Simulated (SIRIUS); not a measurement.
Crystal: CuO.

```
Cu O
1.0
     2.83633    0.00000    0.00000
    -1.41816    2.45633    0.00000
     0.00000    0.00000    2.76811
Cu O
1 1
Cartesian
  0.0000 0.0000 0.0000
  1.4182 0.8188 1.3841
```

Measurements of this composition are mostly on another form, of space group No. 15.

Program: SIRIUS 7.10.0. Alike in all runs: task single point; potentials or basis PseudoDojo 0.4.1 PBE standard (scalar relativistic); no spin polarisation; cell as given; k mesh 9 × 9 × 8; cutoff (eV) 1254; smearing fermi-dirac 0.05 eV.

Task: Order these runs on this cell by their pressure, lowest first.
A. level RPBE; libxc names ["XC_GGA_X_RPBE", "XC_GGA_C_PBE"]
B. level BLYP; libxc names ["XC_GGA_X_B88", "XC_GGA_C_LYP"]
C. level PBEint; libxc names ["XC_GGA_X_PBEINT", "XC_GGA_C_PBEINT"]
D. level revPBE; libxc names ["XC_GGA_X_PBE_R", "XC_GGA_C_PBE"]
E. level EV93PW91; libxc names ["XC_GGA_X_EV93", "XC_GGA_C_PW91"]

Result: C (-7.0 GPa), D (3.2 GPa), A (4.8 GPa), B (6.6 GPa), E (26.1 GPa).

Caveats: the potentials were made for another functional, which shifts forces and pressure; an odd number of electrons without spin polarisation forces a metal; a magnetic or distorted state may lie lower; the run has no spin polarisation, though such a crystal can be magnetic; the potentials were made for a functional far from this one (some runs).

Runs at the PBE level aren't shown here.
